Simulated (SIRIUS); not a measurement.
Pt: changing the dispersion correction

```yaml
crystal:
  lattice:
    - [0.00000, 1.96090, 1.96090]
    - [1.96090, 0.00000, 1.96090]
    - [1.96090, 1.96090, 0.00000]
  atoms:
    - { symbol: Pt, position: [0.00000, 0.00000, 0.00000] }
```

Kept alike: task equation of state; functional PBE; k mesh 12 × 12 × 12; occupations fermi-dirac, width 0.05 eV; no spin polarisation. Program: SIRIUS, all-electron FP-LAPW, apw+lo standard, cutoff 181 eV. The mesh is that of the run's cell of 1 atom. No spin-orbit coupling.

| dispersion correction | volume (Å³/atom) | bulk modulus (GPa) |
| --- | --- | --- |
| D3(zero) | 15.067 | 279.6 |
| D3(BJ) | 15.161 | 275.8 |
| D4 | 15.219 | 273.9 |
| none | 15.648 | 248.0 |

For a metal such a mesh leaves the last digits unconverged. Volume and modulus come from cells scaled at fixed shape and fractions.

Task: What does the dispersion correction change here?

Result: The volume runs from 15.067 (D3(zero)) to 15.648 Å³/atom (none). Against no correction: D3(zero) -3.7 %; D3(BJ) -3.1 %; D4 -2.7 %. Dispersion terms mostly attract and so lower the volume; the schemes' coefficients and damping set how far. Measured: 15.09 Å³/atom (arxiv:2412.16732); nearest D3(zero), 0.02 Å³/atom off. The runs are for a static lattice. The bulk modulus runs from 248.0 (none) to 279.6 GPa (D3(zero)).
